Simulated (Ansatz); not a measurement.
Te2Mo:

```
CELL_PARAMETERS angstrom
6.33000 0.00000 0.00000
0.00000 3.46900 0.00000
-0.94679 0.00000 13.82762
ATOMIC_POSITIONS crystal
Te 0.94370 0.75000 0.60450
Te 0.05630 0.25000 0.39550
Te 0.90300 0.25000 0.85140
Te 0.09700 0.75000 0.14860
Te 0.41120 0.75000 0.89550
Te 0.58880 0.25000 0.10450
Te 0.44320 0.25000 0.64840
Te 0.55680 0.75000 0.35160
Mo 0.81670 0.75000 0.99260
Mo 0.18330 0.25000 0.00740
Mo 0.68190 0.25000 0.49340
Mo 0.31810 0.75000 0.50660
```

Base run:

* Program: Ansatz 0.2.0
* Functional: r2SCAN
* Potentials or basis: Ansatz PAW
* Cutoff: 500 eV
* Density cutoff: 2000 eV
* k mesh: 4 × 8 × 2
* Occupations: fermi-dirac, width 0.05 eV
* Spin: no spin polarisation

Its results: band gap on the k mesh none (metal or under the smearing width); pressure 2.0 GPa; largest force 0.303 eV/Å.

**Question.** The run is repeated on the same cell with these changes: functional from r2SCAN to LDA; cutoff from 500 eV to 420 eV; density cutoff from 2000 eV to 1680 eV. What comes out?

**Answer.** Band gap on the k mesh none (metal or under the smearing width); pressure -3.3 GPa; largest force 0.410 eV/Å.

Caveats: the PAW data sets come from PBE, with cores solved anew for the run's functional, which leaves a small shift of forces and pressure.

Not every run made on this cell is shown here.
